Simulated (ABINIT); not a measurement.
Pb, 1 atom in the cell. Symmetry: Fm-3m, No. 225, cubic system. The conventional cell has a = 4.950 Å, b = 4.950 Å, c = 4.950 Å, α = 90.00°, β = 90.00°, γ = 90.00°. Around Pb (site symmetry m-3m) lie 12 Pb at 3.50 Å. 

* Program: ABINIT 10.8.3 (patched build)
* Task: band structure
* Functional: PBEsol
* Potentials or basis: PseudoDojo NC SR PBEsol v0.4.1 standard
* Cutoff: 762 eV
* k mesh: 9 × 9 × 9
* Occupations: fermi-dirac, width 0.05 eV
* Spin: no spin polarisation

Potentials or basis: PseudoDojo NC SR PBEsol v0.4.1 standard.

Command:

```sh
$ abinit run.abi > log 2>&1
```

Hardware: 1 thread of Intel(R) Xeon(R) 6975P-C (Granite Rapids) (shared host).

Problem. How long does it take, and how much memory?

Solution. Wall time 34 s on 1 thread of Intel(R) Xeon(R) 6975P-C (Granite Rapids), with other jobs on the host, peak memory 0.1 GiB. Counts: scf iterations 8, k points 35, bands 11, plane waves 1465.
